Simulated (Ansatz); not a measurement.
BN (R3m) from a database of computed structures, relaxed with r2SCAN+rVV10: space group R3m (No. 160), trigonal; conventional cell a = 2.500 Å, c = 9.760 Å, 8.81 Å³ an atom. Around B lie 3 N at 1.44 Å; around N lie 3 B at 1.44 Å. One-shot G0W0@r2SCAN in the PAW code Ansatz on a 6×6×6 mesh (contour deformation, no spin-orbit coupling), from an r2SCAN gap of 4.732 eV over the mesh points (the G0W0 gap is indirect on the mesh); the number N of bands summed and the screening cutoff rise together. The values are computed, spin-unpolarised, and not measurements.

```
 N  cutoff (eV)  1000/N  G0W0 gap (eV)
32           80  31.250          5.828
70          140  14.286          5.964
```

Question: Lay a straight line in 1000/N through these rows.

Answer: The slope is -0.0080 eV per unit of 1000/N and the intercept 6.079 eV.

Question: Predict the gap at N = 125 (210 eV).

Answer: 6.079 + (-0.0080) × 8.000 = 6.015 eV; the run gives 6.069 eV, +0.054 eV from the line.

Question: With that run's result added, what limit do the last two rows suggest?

Answer: Their slope is (6.069 − 5.964)/(8.000 − 14.286) = -0.0167, which meets 1/N = 0 at 6.20 eV, against 6.079 eV from the first line. The slope steepens, so 1/N isn't yet asymptotic and the true limit probably lies higher still; the k mesh isn't extrapolated.
